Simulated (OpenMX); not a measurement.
The system is ZnS.

```xyz
2
Lattice="0.0000 2.7020 2.7020 2.7020 0.0000 2.7020 2.7020 2.7020 0.0000" Properties=species:S:1:pos:R:3 pbc="T T T"
Zn    4.0530    4.0530    4.0530
S     0.0000    0.0000    0.0000
```

Base run:

```yaml
Program: OpenMX 3.8.5
Functional: LDA
Potentials_or_basis: OpenMX 2013 LDA set, Zn6.0H-s3p2d2, S7.0-s2p2d1f1, grid cutoff 500 Ry
k_mesh: 9 × 9 × 9
Occupations: fermi-dirac, width 0.05 eV
Spin: no spin polarisation
```

Its results: band gap on the k mesh 2.09 eV, direct; pressure -2.1 GPa.

Problem. The run is repeated on the same cell with these changes: functional from LDA to PBE; potentials or basis from OpenMX 2013 LDA set, Zn6.0H-s3p2d2, S7.0-s2p2d1f1, grid cutoff 500 Ry to OpenMX 2013 PBE set, Zn6.0H-s3p2d2, S7.0-s2p2d1f1, grid cutoff 500 Ry. What comes out?

Solution. Band gap on the k mesh 2.36 eV, direct; pressure 5.2 GPa.

Caveats: the basis of atomic orbitals isn't converged, which shifts pressures, moduli and gaps.
